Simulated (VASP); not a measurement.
Runs of VASP 6.6.1 on CdSe (Cadmoselite). The structure is hexagonal, space group P6_3mc (No. 186). The conventional cell has a = 4.300 Å, b = 4.300 Å, c = 7.020 Å, α = 90.00°, β = 90.00°, γ = 120.00°. Around Cd (site symmetry 3m) lie 4 Se at 2.61 to 2.70 Å. Se (site symmetry 3m) has 4 Cd at 2.61 to 2.70 Å as nearest neighbours. 

```csv
level,potentials or basis,further INCAR settings,gap on the mesh (eV),pressure (GPa),largest force (eV/Å)
TB-mBJ,"VASP PAW PBE potentials, release 64 (Cd, Se)",ALGO = Normal; EDIFF = 1e-06,(b),-,-
r2SCAN,"VASP PAW PBE potentials, release 64 (Cd, Se)",ALGO = Normal; EDIFF = 1e-06,1.19,(a),0.29
PBEsol,"VASP PAW PBE potentials, release 64 (Cd, Se)",ALGO = Fast; EDIFF = 1e-06,0.58,0.5,0.27
LDA,"VASP PAW LDA potentials, release 64 (Cd, Se)",ALGO = Fast; EDIFF = 1e-06,0.46,-1.4,0.27
```

Alike in all rows: task band structure; no spin polarisation; cell as given; k mesh 8 × 8 × 4; cutoff (eV) 520; smearing gaussian 0.02 eV.

Fill in the values left out.

(a) 1.8; (b) 2.04.

Caveats: the PAW data sets were made with another functional, which shifts forces and pressure a little (some runs).

A k mesh can miss the band edges, and the runs leave out spin-orbit coupling on Cd, Se.
